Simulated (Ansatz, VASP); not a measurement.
**Two plane-wave programs on C**

```
C
1.0
    -2.42372    0.00000    0.00000
     0.00000    0.00000   -4.21362
     0.00000   -4.84743    0.00000
C
6
Direct
  0.00000 0.68386 0.00000
  0.00000 0.68386 0.50000
  0.00000 0.96085 0.75000
  0.00000 0.96085 0.25000
  0.50000 0.96085 0.50000
  0.50000 0.96085 0.00000
```

Alike in both runs: task single point; functional PBE; k mesh 8 × 6 × 4; occupations gaussian, width 0.2 eV; no spin polarisation.

```csv
,VASP,Ansatz
version,VASP 6.6.1,Ansatz 0.2.0
potentials or method,"VASP PAW PBE potentials, release 64 (C)","scalar-relativistic, plane waves, PAW"
plane-wave cutoff (eV),520,420
valence electrons in the cell,24,24
```

|  | VASP | Ansatz | Ansatz less VASP |
| --- | --- | --- | --- |
| gap on the k mesh at the Fermi level (eV) | none | none | - |
| pressure (GPa) | 0.7 | 0.4 | -0.32 |
| largest component of the traceless stress (GPa) | 3.95 | 3.84 | -0.106 |
| rms of the force components (eV/Å) | 0.081 | 0.099 | +0.0181 |

Atom by atom the forces differ by 0.018 eV/Å (rms over components). A gap of «none» marks a metal or a gap that the smearing closes.

Caveats: this functional lacks dispersion, which binds the layers, so the pressure and a relaxed spacing across them are unreliable.
